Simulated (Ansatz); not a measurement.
Cu Kα1 powder pattern (kinematic, no thermal factors).
```csv
2θ (°),relative intensity
23.62,27
33.48,100
33.65,98
37.61,48
37.76,44
48.20,24
48.32,12
54.47,20
57.26,13
59.76,20
60.07,76
65.17,2
70.36,18
70.64,34
70.74,1
72.89,16
73.26,10
75.75,18
80.29,5
85.13,11
87.81,11
```

The pattern is computed from a structure relaxed with DFT PBE, scalar-relativistic, plane waves, PAW in Ansatz 0.2.0. No spin polarisation. Its elements are C, Si.

Problem. Give the structure.

Solution. SiC.
Space group P4_2/mnm (No. 136). a = 5.323 Å, b = 5.323 Å, c = 3.093 Å, α = 90.00°, β = 90.00°, γ = 90.00°
```
atom  site  symmetry       x       y       z
  Si    4f      m.2m  0.6756  0.6756  0.0000
   C    4g      m.2m  0.8154  0.8154  0.5000
```

A pattern alone doesn't exclude other cells with like lines; this is the one computed.

It was reached by relaxing an invented guess, and it needn't be the stable form of this composition.
